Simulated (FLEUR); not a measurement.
The system is CdSe (Cadmoselite).

```
CELL_PARAMETERS angstrom
4.30000 0.00000 0.00000
-2.15000 3.72391 0.00000
0.00000 0.00000 7.02000
ATOMIC_POSITIONS crystal
Cd 0.66667 0.33333 0.50000
Cd 0.33333 0.66667 0.00000
Se 0.66667 0.33333 0.88500
Se 0.33333 0.66667 0.38500
```

Base run:

```yaml
Program: FLEUR MaX-R8.1 (later development tree)
Functional: LDA (Wigner correlation)
Potentials_or_basis: all-electron
Basis: FLAPW
Kmax: 4.67 1/bohr
k_mesh: 7 × 7 × 4
Occupations: fermi-dirac, width 0.05 eV
Spin: no spin polarisation
```

Its results: band gap on the k mesh 0.36 eV, direct.

The run is repeated on the same cell with these changes: functional from LDA (Wigner correlation) to revPBE. What comes out?

Band gap on the k mesh 0.83 eV, direct.
